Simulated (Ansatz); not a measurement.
## Zone-centre phonons of BN at 9 GPa: input and output

These are results of DFT PBE, scalar-relativistic, plane waves, PAW (Ansatz 0.2.0), not measurements.

Launched with:
```bash
ansatz run input.yaml --threads 1 --pin off --max-ram 3072MiB --backend cpu --events-out ev --progress --plain --runs-dir out
```

Input (bare energies are in eV):
```yaml
crystal:
  lattice:
    - [0.0, 1.7983857217, 1.7983857217]
    - [1.7983857217, 0.0, 1.7983857217]
    - [1.7983857217, 1.7983857217, 0.0]
  atoms:
    - { symbol: B, position: [0.0, 0.0, 0.0] }
    - { symbol: "N", position: [0.75, 0.75, 0.75] }
basis:
  ecutwfc: 420
kpoints:
  mp_grid: { grid: [12, 12, 12] }
hamiltonian:
  xc: pbe
scf:
  occupations: { method: fixed }
output:
  eigenvalues: true
phonons:
  method: dfpt
  dielectric: true
  rigid_motions: translations
  eigenvectors: true
```

Results section of the output:
```
--- Phonons (Γ-DFPT): 2 representative perturbations + reference, on 280 of 1728 k-points (Σ response iterations 6) ---
  k mesh reduced under 4 symmetry operations, with k and −k counted as one. Each operation leaves every solved perturbation unchanged. A smaller set is not considered because the run solves the response ...
  ASR residual: 1.943e-4 → 0.000e0 eV/Å²; symmetrization residual: 9.536e-7 eV/Å²
  ASR residual per site (eV/Å²): 2.44e-5 1.94e-4
  Γ frequencies (cm⁻¹): 0.00 0.00 0.00 1056.38 1056.38 1056.38
  ε∞ (high-frequency dielectric tensor):
        4.590763     0.000000     0.000000
       -0.000000     4.590763     0.000000
        0.000000     0.000000     4.590763
  ε⁰ (static dielectric tensor: ions relaxed, cell fixed):
        6.841438     0.000000     0.000000
       -0.000000     6.841438     0.000000
        0.000000     0.000000     6.841438
  ε⁰ − ε∞ (ionic part):
        2.250675     0.000000     0.000000
        0.000000     2.250675     0.000000
        0.000000     0.000000     2.250675
  softest optical mode at Γ: 1056.38 cm⁻¹; the repairs (sum rule, projections) moved no ω² at Γ by more than (1.98 cm⁻¹)²
  Born effective charges Z* (e; rows j = field, columns β = displacement):
    site 0:
         1.90334   -0.00000    0.00000
         0.00000    1.90334    0.00000
         0.00000   -0.00000    1.90334
    site 1:
        -1.90334    0.00000   -0.00000
        -0.00000   -1.90334   -0.00000
        -0.00000    0.00000   -1.90334
  Z* charge neutrality: 8.300e-6 e pre-enforcement
  k-mesh period / interband length: 30.5 Å / 1.29 Å = 23.68 at k = (0.0000, 0.0000, 0.0000), direct gap 8.904 eV — 14 or more, which is no proof of convergence
  optical modes at Γ without the LO–TO term, one row a degenerate level:
      ω (cm⁻¹) modes IR ((D/Å)²/amu)
       1056.38      3            41.0956
  optical modes at Γ + LO–TO along q̂ = [1.0000, 0.0000, 0.0000]:
      ω (cm⁻¹) modes IR ((D/Å)²/amu)
       1056.38      2            27.3971
       1289.59      1            13.6985
  optical modes at Γ + LO–TO along q̂ = [0.0000, 1.0000, 0.0000]:
      ω (cm⁻¹) modes IR ((D/Å)²/amu)
       1056.38      2            27.3971
       1289.59      1            13.6985
  optical modes at Γ + LO–TO along q̂ = [0.0000, 0.0000, 1.0000]:
      ω (cm⁻¹) modes IR ((D/Å)²/amu)
       1056.38      2            27.3971
       1289.59      1            13.6985
```

Time: 4.8 s on 1 thread of AMD EPYC 9R45 96-Core Processor (Zen 5) (shared host), peak memory 0.42 GiB.